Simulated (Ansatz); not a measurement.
P, a slab with vacuum:

```
CELL_PARAMETERS angstrom
3.28373 0.00000 0.00000
0.00000 34.85703 0.00000
0.00000 0.00000 4.63208
ATOMIC_POSITIONS crystal
P 0.50000 0.97026 0.90785
P 0.50000 0.02974 0.09215
P 0.00000 0.02974 0.40785
P 0.00000 0.97026 0.59215
```

Below is the output of Ansatz 0.2.0 for this cell. Logs are shortened: lines on timing, memory, paths and dates and some standing lists are left out, and cuts for length are marked.

```text
Warning: RAYON_NUM_THREADS=2 ignored (pool sized by the plan → 2); use --threads N
scf.n_extra_bands = 10 over 10 filled bands (N_el = 20.0): the run solves 20 bands
Engine: ansatz 0.2.0, aarch64-unknown-linux-gnu
Pseudopotentials: kind: paw
Pseudopotential: P, paw, valence charge 5, recommended cutoff 420 eV (normal), P.paw.azcp
Functional definition: PBEsol
  exchange = pbesol_x
  correlation = pbesol_c
Crystal: 4 atoms, lattice volume = 530.193 Å³
Basis set: ecut = 420 eV, 10485 PW (Γ), exchange–correlation on 48×480×64 points (8 copies of the dense FFT grid, shifted against one another)
Bands: 20, of which v1, the nominal top of the filled ones, is band 10 counted from 1 (9 counted from 0)
Symmetry: 8 space group operations
Space group: Pmna (ITA 53), of the structure as read, at distance tolerance 8.1e-5 Å
k-points: 20 of 48
Non-local potential: P, projectors of the file, l = 0: 2, l = 1: 2, l = 2: 2
PAW form: soft (Blöchl's): semilocal exchange-correlation on the pseudo side does not see the compensation charge
PAW frozen core: P, regenerated for the run's functional, and the local potential with it (the file was generated under x = pbe(κ = 0.804, μ = 0.2195149727645171), c = pbe(β = 0.06672455060314922))
PAW one-centre angular grid: P, 110 points (default); XC on 64 Gauss nodes
Initial density: superposition of atomic densities (neutral atoms: chi_scale 0, normalization atom), corrected by the library's trained network
Initial wavefunctions: pseudopotential atomic-orbital guess
Functional: x = pbesol(κ = 0.804, μ = 0.12345679012345678), c = pbesol(β = 0.046)
SCF iter   1: F=—  HF=-2959.900845 eV  |F-HF|=—  |Δ(HF+E_count)|=         —  Δρ=1.29e-3  dr2=1.25e-2  ethr=1.77e-3  ⟨swp⟩=12.6  Hψ=3778  notcnv=0  defer=13
preconditioner: auto → Resta (q_TF=auto, 1.580 Å⁻¹)  ε∞=1.5  [insulator: Δε(μ)=0.869 eV  Ē_g=10.690 eV  σ=0.050 eV  W_gap=1.00  n_scr=34 (ndim 8)  ℏωp=7.2 eV  f_vac=0.805  D(μ)=0.00/eV (n_scr^D=0)  ε∞_Penn≈1.5  vacuum switching on, ρ_ref=8.3e-3 e/Å³]
SCF iter   2: F=—  HF=-2959.898875 eV  |F-HF|=—  |Δ(HF+E_count)|=   1.97e-3  Δρ=5.72e-4  dr2=1.69e-3  ethr=6.23e-5  ⟨swp⟩=2.9  Hψ=843  notcnv=0  defer=61
SCF iter   3: F=—  HF=-2959.898881 eV  |F-HF|=—  |Δ(HF+E_count)|=   5.76e-6  Δρ=1.67e-4  dr2=2.37e-4  ethr=8.45e-6  ⟨swp⟩=2.8  Hψ=532  notcnv=0  defer=61
SCF iter   4: F=—  HF=-2959.898882 eV  |F-HF|=—  |Δ(HF+E_count)|=   1.14e-6  Δρ=5.33e-5  dr2=1.59e-5  ethr=1.18e-6  ⟨swp⟩=2.3  Hψ=520  notcnv=0  defer=61
SCF iter   5: F=—  HF=-2959.898916 eV  |F-HF|=—  |Δ(HF+E_count)|=   3.43e-5  Δρ=1.80e-5  dr2=1.12e-6  ethr=7.97e-8  ⟨swp⟩=2.5  Hψ=556  notcnv=0  defer=67
SCF iter   6: F=-2959.898918 eV  HF=-2959.898918 eV  |F-HF|=3.45e-8  |Δ(HF+E_count)|=   2.01e-6  Δρ=2.31e-6  dr2=2.53e-8  ethr=5.00e-10  ⟨swp⟩=14.9  Hψ=3211  notcnv=0
SCF 1 converged in 6 iterations: F = -2959.898918 eV  dr2 = 2.53e-8
  greatest PAW one-centre occupation: 0.805 electrons in one spin orbital (limit 2), on the P atom at site 3 (counted from 0), in its partial waves of l = 0
NSCF: frozen V_eff on 172 k-points
SCF converged after 6 iterations
Free energy (F): -2959.898918 eV
Harris-Foulkes:  -2959.898918 eV  (|F-HF|=3.45e-8)
Internal energy: -2959.898909 eV  (E = F + TS)
E sigma→0 (E₀):  -2959.898913 eV
Entropy (-TS):   -0.000010 eV (-0.002 meV/atom)
Fermi energy:    -2.853192 eV
--- Per-component energies (eV) ---
  E_band       = -191.290917
  E_kinetic    = 280.089777
  E_local      = -11040.791271  (includes V_loc(G=0)·N_el)
  E_nonlocal   = 136.494724
  E_hartree    = 5352.279472
  E_xc         = -242.757454
  E_vxc        = -241.023094  (∫ρ·V_xc dr)
  E_paw        = -2216.517683  (= ΣΔE_a)
  E_vpaw       = -30.617514  (= ΣTr[D̂ρ^β])
  E_aug_tail   = 0.000012  (compensation charges beyond the density's cutoff)
  E_ewald      = 4771.119130
  E_core_change = 0.184384  (= ΣΔE_core)
  E_smearing   = -0.000010  (= −TS)
  E_closure    = 0.000000  (closes the sum)
  Σ components = -2959.898918   (vs F -2959.898918, Δ=0.00e0)
--- Forces (eV/Å), atoms counted from 1 ---
  atom   1  P      0.00000000    -0.06011116     0.26337889
  atom   2  P      0.00000000     0.06011116    -0.26337889
  atom   3  P      0.00000000     0.06011116     0.26337889
  atom   4  P      0.00000000    -0.06011116    -0.26337889
  max |Σ_I F_I| component: 0.00e0 eV/Å
--- Stress (GPa, compression-positive) ---
       -0.131329       0.000000       0.000000
        0.000000       0.075284       0.000000
        0.000000       0.000000      -0.018770
  P = ⅓ Tr σ = -0.0249 GPa (-0.249 kbar)
--- Band table (eV; the first three rows and the last of 20) ---
  k-point 0: bands = ["-18.4946", "-15.9976", "-12.6100", "-9.1381", "-7.9550", "-7.9481", "-6.8063", "-5.2098", "-4.9786", "-3.3108", "-2.4297", "-1.8820", "-0.7784", "-0.0486", "1.0908", "1.3628", "1.7998", "1.9350", "2.2944", "2.4822"]
  k-point 1: bands = ["-18.3619", "-16.1974", "-12.6103", "-9.7943", "-7.6168", "-7.4094", "-6.7054", "-5.3118", "-4.4749", "-4.1472", "-1.7947", "-1.6473", "-1.0421", "-0.0949", "1.4371", "1.5483", "1.9368", "1.9972", "2.1463", "2.1526"]
  k-point 2: bands = ["-17.9783", "-16.7328", "-12.3888", "-10.8599", "-7.0376", "-6.4220", "-6.1400", "-5.6058", "-5.2685", "-3.9219", "-1.5055", "-1.4427", "-0.6162", "-0.0316", "1.0819", "1.1544", "2.0570", "2.2594", "2.5713", "2.7729"]
  k-point 19: bands = ["-15.2748", "-15.2748", "-13.3328", "-13.3328", "-8.4108", "-8.4108", "-7.9075", "-7.9075", "-4.3919", "-4.3919", "-1.0424", "-1.0424", "0.4038", "0.4038", "1.8146", "1.8146", "3.1467", "3.1467", "4.4190", "4.4190"]
```

Problem. What input gives this log?

Solution. Band structure with PBEsol, no spin polarisation. The files as run (others can give the same):

input.yaml
```yaml
crystal:
  lattice:
    - [3.28372772, 0.0, 0.0]
    - [0.0, 34.85703099, 0.0]
    - [0.0, 0.0, 4.63208471]
  atoms:
    - { symbol: P, position: [0.5, 0.97026143, 0.90784928] }
    - { symbol: P, position: [0.5, 0.02973857, 0.09215072] }
    - { symbol: P, position: [0.0, 0.02973857, 0.40784928] }
    - { symbol: P, position: [0.0, 0.97026143, 0.59215072] }
hamiltonian:
  xc: pbesol
  pseudopotentials: { kind: paw }
kpoints:
  mp_grid: { grid: [8, 1, 6] }
  band_path:
    path:
      - [[0.0, 0.0, 0.0], [-0.5, 0.0, 0.0], [-0.5, 0.0, -0.5], [0.0, 0.0, -0.5], [0.0, 0.0, 0.0], [0.0, -0.5, 0.0], [-0.5, -0.5, 0.0], [-0.5, -0.5, -0.5], [0.0, -0.5, -0.5], [0.0, -0.5, 0.0]]
      - [[0.0, 0.0, -0.5], [0.0, -0.5, -0.5]]
      - [[-0.5, -0.5, 0.0], [-0.5, 0.0, 0.0]]
      - [[-0.5, 0.0, -0.5], [-0.5, -0.5, -0.5]]
    npoints: 14
scf:
  occupations: { method: fermi_dirac, width: 0.05 }
  n_extra_bands: 10
output:
  forces: true
  stress: true
  eigenvalues: true
  fatbands: true
```

Potentials or basis: Ansatz PAW.
Launch:
```console
$ ansatz run input.yaml --threads 2 --pin off --max-ram 5632MiB --backend cpu --events-out ev --progress --plain --runs-dir out
```

Caveat: the PAW data sets come from PBE, with cores solved anew for the run's functional, which leaves a small shift of forces and pressure.
